## Question

Gallium nitride in the wurtzite structure is calculated with the PBE functional in cells of different size but the same shape. The volume is given per atom, and c/a is the ratio of the cell edges. The band gap is the energy between the highest filled and the lowest empty level.

Wurtzite GaN calculated with Ansatz 0.2.0 using PBE, plane waves and PAW potentials, without spin polarisation or spin–orbit coupling; cutoff 420 eV, k mesh 12×12×6, Fermi–Dirac smearing 0.02 eV. The cells are hydrostatically strained from the r2SCAN geometry, with atomic positions relaxed in r2SCAN. The least direct gap is the smallest gap at a single k point.

| volume (Å³/atom) | c/a | shortest distance (Å) | band gap (eV) | least direct gap (eV) |
| --- | --- | --- | --- | --- |
| 9.609 | 1.6285 | 1.840 | 3.045 | 3.045 |
| 9.750 | 1.6284 | 1.849 | 2.951 | 2.951 |
| 10.379 | 1.6284 | 1.888 | 2.539 | 2.539 |
| 10.703 | 1.6285 | 1.907 | 2.336 | 2.336 |
| 11.034 | 1.6285 | 1.926 | 2.134 | 2.134 |
| 11.202 | 1.6285 | 1.936 | 2.034 | 2.034 |
| 11.716 | 1.6285 | 1.965 | 1.736 | 1.736 |
| 12.068 | 1.6285 | 1.984 | 1.540 | 1.540 |
| 12.246 | 1.6285 | 1.994 | 1.444 | 1.444 |
| 12.379 | 1.6285 | 2.001 | 1.373 | 1.373 |
| 12.751 | 1.6285 | 2.021 | 1.179 | 1.179 |
| 12.791 | 1.6285 | 2.023 | 1.158 | 1.158 |

The same calculations give the pressure on each cell. The smallest cell is held at 54.0 GPa, and the cell of 11.716 Å³/atom is almost free of pressure. The largest is under tension, at −12.0 GPa.

An engineer wants a rule for the gap under load. A straight line through the five cells within 10 GPa of zero pressure, which are the rows from 11.202 to 12.379 Å³/atom with pressures of 9.3, 0.6, −4.2, −6.4 and −7.9 GPa, gives

E ≈ 1.69 eV + (0.0382 eV/GPa) · P,

where E is the gap and P the pressure.

(a) Test this rule on the smallest cell. How could its weakness have been noticed within the five fitted cells? Explain the error and find a better rule.

(b) The measured gap is roughly 3.4 eV, a rough recalled figure that is not part of the table. The engineer suspects that the calculated gap is too small because PBE makes the crystal too large. Is that the main reason?

(c) Could the error in (b) have been found from the table alone?

## Model answer

### (a) The rule in pressure

For the smallest cell the rule gives 1.69 + 0.0382 · 54.0 ≈ 3.75 eV. The calculation itself gives 3.045 eV, so the rule is about 0.7 eV too high relative to the very data that it was meant to extend.

The warning is already present in the five fitted cells. There the line is about 0.02 eV too low at 11.716 Å³/atom, in the middle of the pressure range, and slightly too high at both ends. Errors that change sign in this order are the mark of a curve replaced by a straight line. Outside the fitted range the line is too high in every cell, on the compressed side and on the stretched side alike.

The curvature has a simple origin. The gap responds to how closely the atoms are packed, and pressure is only the means of packing them. When atoms approach, their orbitals overlap more, and the lowest empty state, which is antibonding, is pushed up relative to the highest filled one. This orbital picture is brought in from theory; the calculation gives the level energies but not their character.

A compressed crystal also becomes stiffer, because the repulsion between neighbouring atoms rises steeply as they approach. Each further gigapascal then brings the atoms together by a smaller amount, and the gap gains less. A rule in pressure therefore mixes two properties: the response of the gap to a change of volume, and the resistance of the crystal to that change.

The two can be separated. Let V be the volume per atom and B = −dP/d ln V the bulk modulus, which measures stiffness. The chain rule then gives

dE/dP = −(dE/d ln V) / B.

Between the first and third rows of the table the mean bulk modulus is 334 GPa; between 12.246 Å³/atom and the largest cell it is only 129 GPa. The gap change per unit of ln V is about −6.6 eV in both intervals. The gain per gigapascal thus differs by a factor of about 2.6, and practically all of that factor comes from the stiffness.

This suggests a rule in volume. A line in ln V, fitted to the same five cells, reads

E ≈ 1.711 eV − 6.62 eV · ln(V/V₀),

where V₀ = 11.76 Å³/atom is the volume at which the PBE pressure vanishes. In practical terms, one per cent less volume widens the gap by about 0.07 eV.

The smallest cell, which was not used in the fit, provides a test. Here ln(9.609/11.76) = −0.202, and the rule gives 1.711 + 6.62 · 0.202 ≈ 3.05 eV, in agreement with the calculated gap. The other cells outside the fit are met equally well, to within a few thousandths of an electronvolt. The output printed after this text compares the two rules row by row.

The agreement has a physical limit. Near 50 GPa real gallium nitride may already prefer the rocksalt structure, whereas the calculation holds it in wurtzite. For the smallest cells the rule describes the gap of that imposed structure, which need not be the gap of a sample in a press.

### (b) The size of the crystal

The suspicion is reasonable, since PBE tends to make crystals somewhat too large and a larger cell has a smaller gap. Its effect can be estimated by taking the cell from another functional. The r2SCAN functional gives 11.37 Å³/atom, and at that volume the PBE gap is 1.94 eV instead of 1.71 eV. The change of cell recovers about 0.2 eV of a shortfall of about 1.7 eV relative to the measured gap.

A stronger argument does not depend on which cell is best. Even the smallest cell in the table, with 18 % less volume than the pressure-free one, has a gap below 3.4 eV. No plausible error in the lattice is that large. The main reason must therefore lie elsewhere.

The motion of the atoms, absent from a calculation with fixed nuclei, does not supply it either. Such motion normally lowers the gap of a crystal like this one, so a measured value for motionless atoms would lie still higher. Spin–orbit coupling is also left out, but it is a small effect for these light and medium-heavy atoms.

The cutoff, the k mesh and the potentials are not varied here, but their errors are expected to be far smaller than the shortfall. What remains is the way in which PBE treats the electrons. The gap is read from orbital energies, whereas a true gap compares the cost of removing an electron with the gain from adding one. In exact density-functional theory the potential jumps when an electron is added across the gap, and this jump belongs to the true gap. PBE has no such jump, and its orbital gaps are typically too small.

Gallium nitride has a second known weakness in PBE. The filled 3d levels of gallium lie too high in energy, too close to the nitrogen levels at the top of the valence band, and push these upwards. Both explanations come from theory. The table has only one level of theory for the gap, so it cannot show how the shortfall is shared between them.

### (c) What the table can reveal

The error in (b) could not have been found from the table alone. The rule in ln V follows the calculated gaps almost perfectly, yet the gaps themselves are too small by more than an electronvolt near zero pressure. An error that is similar in neighbouring cells moves the whole curve and leaves it smooth.

The two failures therefore call for different tests. The rule in pressure contradicts the calculation from which it was made, and so the calculation exposes it. The functional is consistent with itself, and only a measured gap or a better theory can expose it.

## Remarks on the reasoning

It would be a mistake in (a) to judge the rule only by the size of its errors in the fitted cells. An error of 0.02 eV looks harmless, and for loads within 10 GPa it often is. The order of the signs carries the more useful message, because it tells the reader that the error will grow outside the range.

The chain rule in (a) is an identity and would hold for any smooth data. The physical finding is that one factor hardly changes while the other changes strongly. That the response to ln V stays so nearly constant is an observation on these cells, and the argument given here does not derive it. The rule should not be carried far beyond the volumes in the table.

The same separation helps with a related crystal. If two materials respond equally to a change of volume, the softer one shows the larger gap change per gigapascal. For high loads it is safer to convert pressure into volume first, and only then volume into a gap.

The two errors can also support each other. The straight line in pressure would reach 3.4 eV at about 45 GPa, and someone who trusted it might conclude that compression to that pressure brings the PBE gap up to the measured value. The calculated cell at 54.0 GPa refutes this directly. An extrapolation should be checked against such a row before it is used to explain anything else.

Printed output of the fit:

```
fit of band_gap on 5 rows (abs(p) < 10): constant 1.691 +/- 0.0083, coefficient of p 0.03822 +/- 0.0013; rms 0.0139, worst 11.716 -0.0211, leave-one-out rms 0.0371
  rows outside the fit (model, value, miss): 9.609 3.756, 3.045, 0.711; 9.75 3.548, 2.951, 0.597; 10.379 2.772, 2.539, 0.233; 10.703 2.453, 2.336, 0.117; 11.034 2.173, 2.134, 0.0389; 12.751 1.246, 1.179, 0.067; 12.791 1.232, 1.158, 0.0739
fit of band_gap on 5 rows (abs(p) < 10): constant 1.711 +/- 0.00035, coefficient of log(vol/v0) -6.618 +/- 0.0091; rms 0.000568, worst 12.068 0.000721, leave-one-out rms 0.00131
  rows outside the fit (model, value, miss): 9.609 3.049, 3.045, 0.00358; 9.75 2.952, 2.951, 0.00118; 10.379 2.538, 2.539, -0.000531; 10.703 2.335, 2.336, -0.000952; 11.034 2.133, 2.134, -0.000505; 12.751 1.176, 1.179, -0.00259; 12.791 1.156, 1.158, -0.00232
volume at zero PBE pressure (Å³/atom): 11.76
gap at zero PBE pressure (eV): 1.711
volume of the r2SCAN cell (Å³/atom): 11.37
PBE gap at the r2SCAN cell volume (eV): 1.936
gap change from the choice of volume (eV): 0.2249
shortfall against rough measured gap at zero PBE pressure (eV): 1.689
shortfall against rough measured gap in the smallest cell (eV): 0.355
pressure at which the linear pressure rule would reach the rough measured gap (GPa): 44.72
gap change per unit of ln V, compressed end (eV): -6.564
gap change per unit of ln V, expanded end (eV): -6.568
mean bulk modulus, compressed end (GPa): 334.1
mean bulk modulus, expanded end (GPa): 129.1
gap change per pressure, compressed end (meV/GPa): 19.65
gap change per pressure, expanded end (meV/GPa): 50.86
ratio of the pressure slopes, expanded to compressed: 2.588
```
